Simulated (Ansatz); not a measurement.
# Ti4H: the cost of one run

Computed with Ansatz 0.2.0 (DFT PBE, scalar-relativistic, plane waves, PAW, unless a step's input says otherwise).

4 further runs of the same task are left out: 4 set aside as unsound or not needed.

### 1 Starting point

It takes space group P4mm (No. 99, tetragonal). The conventional cell has a = 3.255 Å, b = 3.255 Å, c = 20.179 Å, α = 90.00°, β = 90.00°, γ = 90.00°. Ti (site symmetry 4mm) is surrounded by 9 Ti at 2.82 to 3.26 Å. Around Ti (site symmetry 4mm) lie 9 Ti at 2.77 to 3.05 Å. Ti (site symmetry 4mm) has 8 Ti at 2.75 to 2.77 Å as nearest neighbours. Around Ti (site symmetry 4mm) lie 1 H at 1.92 Å. Around H (site symmetry 4mm) lie 1 Ti at 1.92 Å.

Structure file:

```cif
data_structure
_symmetry_space_group_name_H-M 'P 1'
_symmetry_Int_Tables_number 1
_cell_length_a 3.2553
_cell_length_b 3.2553
_cell_length_c 20.1794
_cell_angle_alpha 90.000
_cell_angle_beta 90.000
_cell_angle_gamma 90.000
_cell_volume 213.85
loop_
_atom_site_label
_atom_site_type_symbol
_atom_site_fract_x
_atom_site_fract_y
_atom_site_fract_z
_atom_site_occupancy
Ti1 Ti 0.50000 0.50000 0.19822 1
Ti2 Ti 0.00000 0.00000 0.27888 1
Ti3 Ti 0.50000 0.50000 0.35519 1
Ti4 Ti 0.00000 0.00000 0.43011 1
H1 H 0.00000 0.00000 0.52526 1
```

This is the geometry of the first run shown, built on a cell relaxed beforehand with the same method.

### 2 What is varied

Atoms count from 1 in the order of the input.

H is moved over the surface cell; relaxed at each place: the height of the adsorbate's atoms; substrate rigid; the origin of the map has the adsorbate above Ti4.

First coordinate, position of H5 along the first surface vector, from above Ti4: 8 values from 0.000 to 0.875, periodic. Second coordinate, position of H5 along the second surface vector, from above Ti4: 8 values from 0.000 to 0.875, periodic.

Relaxed at each point: the height of the adsorbate's atoms; substrate rigid. Points are written as (first, second).

The two vectors of the plane (Å): (3.255, 0.000, 0.000); (0.000, 3.255, 0.000).

### 3 Point (0/8, 0/8) of the map's two axes

input.yaml reads:

```yaml
crystal:
  lattice:
    - [3.2553359259, 0.0, 0.0]
    - [0.0, 3.2553359259, 0.0]
    - [0.0, 0.0, 20.1793674375]
  atoms:
    - { symbol: Ti, position: [0.5, 0.5, 0.198222269] }
    - { symbol: Ti, position: [0.0, 0.0, 0.2788822782] }
    - { symbol: Ti, position: [0.5, 0.5, 0.3551865247] }
    - { symbol: Ti, position: [0.0, 0.0, 0.4301109767] }
    - { symbol: H, position: [0.0, 0.0, 0.5252576658] }
basis:
  ecutwfc: 420
kpoints:
  mp_grid: { grid: [8, 8, 1] }
hamiltonian:
  xc: pbe
  pseudopotentials: { kind: paw, azcp: { folder: soft_1 } }
scf:
  occupations: { method: gaussian, width: 0.1 }
output:
  forces: true
  eigenvalues: true
relax:
  adjacent_minimum: "off"
  f_tol: 0.025
  max_steps: 16
  constraints: [{ sites: [0, 1, 2, 3] }, { sites: [4], fix: xy }]
efield:
  axis: 3
  dipole_correction: true
  ramp_width: 0.04
```

Started as:

```console
ansatz run input.yaml --threads 1 --pin off --max-ram 3072MiB --backend cpu --events-out ev --progress --plain --runs-dir out
```

**Question.** How long does this run take on 1 thread of Arm Neoverse V1, shared host, and how much memory does it need?

About 37 s, with a peak of 0.4 GiB.
